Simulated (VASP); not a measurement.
Wanted: the native input for a VASP 6.6.1 run.

* Task: band structure
* Functional: r2SCAN
* Potentials or basis: VASP PAW PBE potentials, release 64 (Mg, Se)
* Cutoff: 520 eV
* k mesh: 8 × 8 × 8
* Occupations: gaussian, width 0.02 eV
* Spin: no spin polarisation
* Further INCAR settings: ALGO = Normal; EDIFF = 1e-07; NBANDS = 11

The structure of MgSe lies in POSCAR:

```
MgSe                                    
1.0
    0.0000000000      2.7521758938      2.7521758938
    2.7521758938      0.0000000000      2.7521758938
    2.7521758938      2.7521758938      0.0000000000
  Mg              Se            
     1     1
Direct
     0.0000000000000000    0.0000000000000000    0.0000000000000000
     0.5000000000000000    0.5000000000000000    0.5000000000000000
```

The cell was built by a generator and needn't be a form met in nature.

One way to write it, as run:

INCAR

```
  ALGO = Normal
  EDIFF = 1E-7
  ENCUT = 520
  ISIF = 2
  ISMEAR = 0
  KPAR = 4
  LASPH = True
  LCHARG = False
  LMIXTAU = True
  LREAL = False
  LWAVE = False
  METAGGA = R2SCAN
  NBANDS = 11
  NELM = 100
  PREC = Accurate
  SIGMA = 0.02
```

KPOINTS

```
k-points
0
Gamma
  8 8 8
```

KPOINTS_OPT

```
path GXWKGLUWLK,UX
10
line-mode
reciprocal
 0.0000000000  0.0000000000  0.0000000000  G
 0.5000000000  0.0000000000  0.5000000000  X

 0.5000000000  0.0000000000  0.5000000000  X
 0.5000000000  0.2500000000  0.7500000000  W

 0.5000000000  0.2500000000  0.7500000000  W
 0.3750000000  0.3750000000  0.7500000000  K

 0.3750000000  0.3750000000  0.7500000000  K
 0.0000000000  0.0000000000  0.0000000000  G

 0.0000000000  0.0000000000  0.0000000000  G
 0.5000000000  0.5000000000  0.5000000000  L

 0.5000000000  0.5000000000  0.5000000000  L
 0.6250000000  0.2500000000  0.6250000000  U

 0.6250000000  0.2500000000  0.6250000000  U
 0.5000000000  0.2500000000  0.7500000000  W

 0.5000000000  0.2500000000  0.7500000000  W
 0.5000000000  0.5000000000  0.5000000000  L

 0.5000000000  0.5000000000  0.5000000000  L
 0.3750000000  0.3750000000  0.7500000000  K

 0.6250000000  0.2500000000  0.6250000000  U
 0.5000000000  0.0000000000  0.5000000000  X
```

Potentials or basis: VASP PAW PBE potentials, release 64 (Mg, Se).

Run with:

```console
$ cat potpaw_PBE.64/Mg/POTCAR potpaw_PBE.64/Se/POTCAR > POTCAR
$ mpirun -np 4 vasp_std > vasp.out
```

It gave:

* Pressure: -1.4 GPa
* Band gap on the k mesh: 2.41 eV, indirect (least direct gap 3.29 eV)
* Band gap along the path: 2.41 eV, indirect (least direct gap 3.29 eV)

Caveat: the PAW data sets were made with another functional, which shifts forces and pressure a little.

It took 35 s on 4 MPI ranks on AMD EPYC 9R45 96-Core Processor (Zen 5), on a shared host, peak memory 0.16 GiB a rank.
